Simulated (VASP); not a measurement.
# Mg2Sn (Fm-3m) in VASP: a series of runs

Aim: see how the results for Mg2Sn move with the level of theory and the settings. Levels: PBE+D3(BJ), PBE. Tasks: relaxation of cell and atoms.

Everything below comes from runs of VASP 6.6.1. Logs are shortened: lines on timing, memory, paths and dates and some standing lists are left out, and cuts for length are marked.

## 1. Starting point

Symmetry: Fm-3m, No. 225, cubic system. The conventional cell has a = 6.739 Å, b = 6.739 Å, c = 6.739 Å, α = 90.00°, β = 90.00°, γ = 90.00°. Mg (site symmetry -43m) has 4 Sn at 2.92 Å as nearest neighbours. Sn (site symmetry m-3m) has 8 Mg at 2.92 Å as nearest neighbours.

## 2. Relaxation of cell and atoms, PBE+D3(BJ)

File INCAR:

```
PREC = Accurate
ENCUT = 600
EDIFF = 1E-6
ISMEAR = 0
SIGMA = 0.03
LREAL = F
LASPH = T
NELM = 80
ALGO = Normal
ISIF = 3
LWAVE = F
LCHARG = F
GGA = PE
IVDW = 12
IBRION = 2
NSW = 90
EDIFFG = -0.01
```

File KPOINTS:

```
regular mesh
0
Gamma
  10 10 10
```

File POSCAR:

```
Mg2Sn
1.0
    0.0000000000      3.3695000000      3.3695000000
    3.3695000000      0.0000000000      3.3695000000
    3.3695000000      3.3695000000      0.0000000000
Mg Sn
2 1
Direct
    0.2500000000      0.2500000000      0.2500000000
    0.7500000000      0.7500000000      0.7500000000
    0.0000000000      0.0000000000      0.0000000000
```

Potentials or basis: VASP PAW PBE potentials, release 64 (Mg, Sn_d).

Run with:

```bash
cat potpaw_PBE.64/Mg/POTCAR potpaw_PBE.64/Sn_d/POTCAR > POTCAR
mpirun -np 1 vasp_std > vasp.out
```

OUTCAR:

```text
PREC = Accurate
   ENCUT = 600
   EDIFF = 1E-6
   ISMEAR = 0
   LREAL = F
   LASPH = T
   NELM = 80
   ISIF = 3
   GGA = PE
   IVDW = 12
   IBRION = 2
   NSW = 90
   EDIFFG = -0.01
 IVDW          = 12

 ion  position               nearest neighbor table
   1  0.250  0.250  0.250-   3 2.92   3 2.92   3 2.92   3 2.92   2 3.37   2 3.37   2 3.37   2 3.37
                             2 3.37   2 3.37
   2  0.750  0.750  0.750-   3 2.92   3 2.92   3 2.92   3 2.92   1 3.37   1 3.37   1 3.37   1 3.37
                             1 3.37   1 3.37
   3  0.000  0.000  0.000-   2 2.92   2 2.92   2 2.92   1 2.92   2 2.92   1 2.92   1 2.92   1 2.92

  LATTYP: Found a face centered cubic cell.
 ALAT       =     6.7390000000

  Lattice vectors:

 A1 = (   0.0000000000,   3.3695000000,   3.3695000000)
 A2 = (   3.3695000000,   0.0000000000,   3.3695000000)
 A3 = (   3.3695000000,   3.3695000000,   0.0000000000)

Analysis of symmetry for initial positions (statically):
=====================================================================
 Subroutine PRICEL returns:
 Original cell was already a primitive cell.

 Routine SETGRP: Setting up the symmetry group for a
 face centered cubic supercell.

 Subroutine GETGRP returns: Found 48 space group operations
 (whereof 48 operations were pure point group operations)
 out of a pool of 48 trial point group operations.

The static configuration has the point symmetry O_h .

Analysis of symmetry for dynamics (positions and initial velocities):
=====================================================================
 Subroutine PRICEL returns:
 Original cell was already a primitive cell.

 Routine SETGRP: Setting up the symmetry group for a
 face centered cubic supercell.

 Subroutine GETGRP returns: Found 48 space group operations
 (whereof 48 operations were pure point group operations)
 out of a pool of 48 trial point group operations.

The dynamic configuration has the point symmetry O_h .

 Subroutine INISYM returns: Found 48 space group operations
 (whereof 48 operations are pure point group operations),
 and found     1 'primitive' translations

----------------------------------------------------------------------------------------

                                     Primitive cell

  volume of cell :      76.5114

  direct lattice vectors                    reciprocal lattice vectors
     0.000000000  3.369500000  3.369500000    -0.148389969  0.148389969  0.148389969
     3.369500000  0.000000000  3.369500000     0.148389969 -0.148389969  0.148389969
     3.369500000  3.369500000  0.000000000     0.148389969  0.148389969 -0.148389969

  length of vectors
     4.765192598  4.765192598  4.765192598     0.257018965  0.257018965  0.257018965

  position of ions in fractional coordinates (direct lattice)
     0.250000000  0.250000000  0.250000000
     0.750000000  0.750000000  0.750000000
     0.000000000  0.000000000  0.000000000

  ion indices of the primitive-cell ions
   primitive index   ion index
                 1           1
                 2           2
                 3           3

----------------------------------------------------------------------------------------

 KPOINTS: regular mesh

Automatic generation of k-mesh.
 Grid dimensions read from file:
 generate k-points for:   10   10   10

 Generating k-lattice:

  Cartesian coordinates                     Fractional coordinates (reciprocal lattice)
    -0.014838997  0.014838997  0.014838997     0.100000000  0.000000000  0.000000000
     0.014838997 -0.014838997  0.014838997     0.000000000  0.100000000  0.000000000
     0.014838997  0.014838997 -0.014838997     0.000000000  0.000000000  0.100000000

  Length of vectors
     0.025701897  0.025701897  0.025701897

  Shift w.r.t. Gamma in fractional coordinates (k-lattice)
     0.000000000  0.000000000  0.000000000

 Subroutine IBZKPT returns following result:
 ===========================================

 Found     47 irreducible k-points:

 Following reciprocal coordinates:
            Coordinates               Weight
  0.000000  0.000000  0.000000      1.000000
  0.100000  0.000000  0.000000      8.000000
  0.200000  0.000000  0.000000      8.000000
  0.300000  0.000000  0.000000      8.000000
  0.400000  0.000000  0.000000      8.000000
  0.500000  0.000000  0.000000      4.000000
[... 16 lines left out ...]
  0.300000  0.300000  0.000000      6.000000
  0.400000  0.300000  0.000000     24.000000
 [... further k-points ...]
   k-points           NKPTS =     47   k-points in BZ     NKDIM =     47   number of bands    NBANDS=     13
   number of dos      NEDOS =    301   number of ions     NIONS =      3
   total plane-waves  NPLWV =  64000
   dimension x,y,z NGX =    40 NGY =   40 NGZ =   40
   dimension x,y,z NGXF=    80 NGYF=   80 NGZF=   80
   ions per type =               2   1
   NGX,Y,Z   is equivalent  to a cutoff of  13.96, 13.96, 13.96 a.u.
   NGXF,Y,Z  is equivalent  to a cutoff of  27.91, 27.91, 27.91 a.u.
 SYSTEM =  unknown system
   PREC   = accura    normal or accurate (medium, high low for compatibility)
   ISTART =      0    job   : 0-new  1-cont  2-samecut
   ICHARG =      2    charge: 1-file 2-atom 10-const
   ISPIN  =      1    spin polarized calculation?
   LNONCOLLINEAR =      F non collinear calculations
   LSORBIT =      F    spin-orbit coupling
   LASPH  =      T    aspherical Exc in radial PAW
   ENCUT  =  600.0 eV  44.10 Ry    6.64 a.u.   9.52  9.52  9.52*2*pi/ulx,y,z
   NELM   =     80;   NELMIN=  2; NELMDL= -5     # of ELM steps
   EDIFF  = 0.1E-05   stopping-criterion for ELM
   LREAL  =      F    real-space projection
   EDIFFG = -.1E-01   stopping-criterion for IOM
   NSW    =     90    number of steps for IOM
   IBRION =      2    ionic relax: 0-MD 1-quasi-New 2-CG
   NFREE  =      1    steps in history (QN), initial steepest desc. (CG)
   ISIF   =      3    stress and relaxation
   ISYM   =      2    0-nonsym 1-usesym 2-fastsym
   POTIM  = 0.5000    time-step for ionic-motion
   TEBEG  =    0.0;   TEEND  =   0.0 temperature during run
   PSTRESS=    0.0 pullay stress
   NELECT =      18.0000    total number of electrons
   NUPDOWN=      -1.0000    fix difference up-down
   EMIN   =  10.00;   EMAX   =-10.00  energy-range for DOS
   EFERMI =   0.00;   METHOD = LEGACY
   ISMEAR =     0;   SIGMA  =   0.03  broadening in eV -4-tet -1-fermi 0-gaus
   EFERMI_NEDOS =   21; number of points for ismear=-14 and -15
   IALGO  =     38    algorithm
   IMIX   =      4    mixing-type and parameters
     AMIX     =   0.40;   BMIX     =  1.00
     AMIX_MAG =   1.60;   BMIX_MAG =  1.00
  volume/ion in A,a.u.               =      25.50       172.11
  Fermi-wavevector in a.u.,A,eV,Ry     =   1.010625  1.909805 13.896497  1.021364
  Thomas-Fermi vector in A             =   2.143626
   LORBIT       =      0    0 simple, 1 ext, 2 COOP (PROOUT), +10 PAW based schemes
   GGA     = PE    functional components
   LHFCALC =     F    Hartree Fock is set to
   AEXX    =    0.0000 exact exchange contribution
   IVDW    =    12    specifies the selected vdW correction
   LEPSILON=     F    determine dielectric tensor
   LRPA    =     F    only Hartree local field effects (RPA)
 conjugate gradient relaxation of ions
 non-spin polarized calculation
 Gauss-broadening in eV      SIGMA  =   0.03
  energy-cutoff  :      600.00
  volume of cell :       76.51
 maximum number of plane-waves:      2637
 NGX is ok and might be reduce to    40
   NGX = 19   NGY = 19   NGZ = 19

--------------------------------------- Ionic step        1  -------------------------------------------

 number of electron      18.0000001 magnetization

 Free energy of the ion-electron system (eV)
  ---------------------------------------------------
  ext. energy  EPLUGINS =         0.00000000
  ---------------------------------------------------
  free energy    TOTEN  =        -7.42326245 eV

  energy without entropy =       -7.42316759  energy(sigma->0) =       -7.42321502

------------------------ aborting loop because EDIFF is reached ----------------------------------------

 Edisp (eV)   -0.89482

 E8    (eV) :    -0.4065

  FORCE on cell =-STRESS in cart. coord.  units (eV):
  Direction    XX          YY          ZZ          XY          YZ          ZX
  --------------------------------------------------------------------------------------
  -------------------------------------------------------------------------------------
  Total      -0.29283    -0.29283    -0.29283    -0.00000    -0.00000     0.00000
  in kB      -6.13207    -6.13207    -6.13207    -0.00000    -0.00000     0.00000
  external pressure =       -6.13 kB  Pullay stress =        0.00 kB

 VOLUME and BASIS-vectors are now :
 -----------------------------------------------------------------------------
  energy-cutoff  :      600.00
  volume of cell :       76.51
      direct lattice vectors                 reciprocal lattice vectors
     0.000000000  3.369500000  3.369500000    -0.148389969  0.148389969  0.148389969
     3.369500000  0.000000000  3.369500000     0.148389969 -0.148389969  0.148389969
     3.369500000  3.369500000  0.000000000     0.148389969  0.148389969 -0.148389969

 POSITION                                       TOTAL-FORCE (eV/Angst)
 -----------------------------------------------------------------------------------
      1.68475      1.68475      1.68475        -0.000000     -0.000000     -0.000000
      5.05425      5.05425      5.05425         0.000000      0.000000      0.000000
      0.00000      0.00000      0.00000         0.000000      0.000000      0.000000
 -----------------------------------------------------------------------------------
    total drift:                               -0.000000      0.000000      0.000000

  FREE ENERGIE OF THE ION-ELECTRON SYSTEM (eV)
  ---------------------------------------------------
  free  energy   TOTEN  =        -8.3180808615 eV

  energy  without entropy=       -8.3179859991  energy(sigma->0) =       -8.31803343

--------------------------------------- Ionic step        2  -------------------------------------------

 number of electron      18.0000000 magnetization

 Free energy of the ion-electron system (eV)
  ---------------------------------------------------
  ext. energy  EPLUGINS =         0.00000000
  ---------------------------------------------------
  free energy    TOTEN  =        -7.41191085 eV

  energy without entropy =       -7.41186697  energy(sigma->0) =       -7.41188891

 E-fermi :   4.4144     XC(G=0):  -8.8468

 val. band max:        4.3698076627   @ k =  -0.1000   0.1000   0.0000
 cond. band min:       4.4552548037   @ k =   0.0000   0.0000   0.0000
 fundamental gap:      0.0854471410
 Fermi energy:         4.4143579340

 k-point     1 :       0.0000    0.0000    0.0000
  band No.  band energies     occupation
      1     -16.5227      2.00000
      2     -16.5227      2.00000
      3     -16.5227      2.00000
      4     -16.4814      2.00000
      5     -16.4814      2.00000
      6      -4.7662      2.00000
      7       4.4553      0.05387
      8       4.4553      0.05387
      9       4.4553      0.05387
     10       6.0092      0.00000
     11       6.6328      0.00000
     12       6.6328      0.00000
     13       6.6328      0.00000

 k-point     2 :       0.1000    0.0000    0.0000
  band No.  band energies     occupation
      1     -16.5226      2.00000
      2     -16.5223      2.00000
      3     -16.5223      2.00000
      4     -16.4813      2.00000
      5     -16.4813      2.00000
      6      -4.6828      2.00000
      7       3.5115      2.00000
      8       4.3231      1.99998
      9       4.3231      1.99998
     10       6.1415      0.00000
     11       6.8388      0.00000
[... 339 lines left out ...]
 k-point    24 :       0.4000    0.3000    0.0000
  band No.  band energies     occupation
      1     -16.5251      2.00000
      2     -16.5170      2.00000
      3     -16.5169      2.00000
      4     -16.4831      2.00000
      5     -16.4788      2.00000
      6      -3.4990      2.00000
      7       0.6629      2.00000
      8       2.2352      2.00000
      9       2.6252      2.00000
     10       4.8696      0.00000
     11       5.4962      0.00000
     12       9.5644      0.00000
     13       9.6625      0.00000

 [... further k-points ...]

------------------------ aborting loop because EDIFF is reached ----------------------------------------

 Edisp (eV)   -0.90853

 E8    (eV) :    -0.4129

  FORCE on cell =-STRESS in cart. coord.  units (eV):
  Direction    XX          YY          ZZ          XY          YZ          ZX
  --------------------------------------------------------------------------------------
  -------------------------------------------------------------------------------------
  Total      -0.01947    -0.01947    -0.01947    -0.00000     0.00000     0.00000
  in kB      -0.41350    -0.41350    -0.41350    -0.00000     0.00000     0.00000
  external pressure =       -0.41 kB  Pullay stress =        0.00 kB

 VOLUME and BASIS-vectors are now :
 -----------------------------------------------------------------------------
  energy-cutoff  :      600.00
  volume of cell :       75.44
      direct lattice vectors                 reciprocal lattice vectors
     0.000000000  3.353632884  3.353632884    -0.149092050  0.149092050  0.149092050
     3.353632884 -0.000000000  3.353632884     0.149092050 -0.149092050  0.149092050
     3.353632884  3.353632884 -0.000000000     0.149092050  0.149092050 -0.149092050

 POSITION                                       TOTAL-FORCE (eV/Angst)
 -----------------------------------------------------------------------------------
      1.67682      1.67682      1.67682        -0.000000      0.000000      0.000000
      5.03045      5.03045      5.03045         0.000000     -0.000000      0.000000
      0.00000      0.00000      0.00000         0.000000      0.000000     -0.000000
 -----------------------------------------------------------------------------------
    total drift:                               -0.000000      0.000000     -0.000000

  FREE ENERGIE OF THE ION-ELECTRON SYSTEM (eV)
  ---------------------------------------------------
  free  energy   TOTEN  =        -8.3204438864 eV

  energy  without entropy=       -8.3204000121  energy(sigma->0) =       -8.32042195

 reached required accuracy - stopping structural energy minimisation
```

It took 37 s on 1 thread of Intel Xeon 6975P-C (Granite Rapids), shared host; peak memory 0.29 GiB.

Results:

```yaml
Free_energy: -8.3204 eV
Relaxed_volume: 25.15 Å³/atom
Relaxed_cell: a = 4.743 Å, b = 4.743 Å, c = 4.743 Å, α = 60.00°, β = 60.00°, γ = 60.00°
Space_group_after_relaxing_to_0.05_Å: Fm-3m (No. 225)
Energy_gained_by_relaxing: 0.8 meV/atom
Ionic_steps: 2
Pressure_after_relaxing: 0.0 GPa
Band_gap_on_the_k_mesh: none (metal or under the smearing width)
Dispersion_energy_per_atom: -0.303 eV
```

Step by step:
| step | energy change (eV) | largest force (eV/Å) | pressure (GPa) | volume (Å³) |
| --- | --- | --- | --- | --- |
| 1 | 0.0000 | 0.0000 | -0.61 | 76.51 |
| 2 | -0.0024 | 0.0000 | -0.04 | 75.44 |

Final structure:
```cif
data_structure
_symmetry_space_group_name_H-M 'P 1'
_symmetry_Int_Tables_number 1
_cell_length_a 4.7428
_cell_length_b 4.7428
_cell_length_c 4.7428
_cell_angle_alpha 60.000
_cell_angle_beta 60.000
_cell_angle_gamma 60.000
_cell_volume 75.44
loop_
_atom_site_label
_atom_site_type_symbol
_atom_site_fract_x
_atom_site_fract_y
_atom_site_fract_z
_atom_site_occupancy
Mg1 Mg 0.25000 0.25000 0.25000 1
Mg2 Mg 0.75000 0.75000 0.75000 1
Sn1 Sn 0.00000 0.00000 0.00000 1
```

Caveat: pairwise dispersion overbinds metals, which lowers pressure and volume; this crystal is a semiconductor, whose small gap the functional closes, so the metal is an error of the method.

(Part 1 of 3 ends here.)
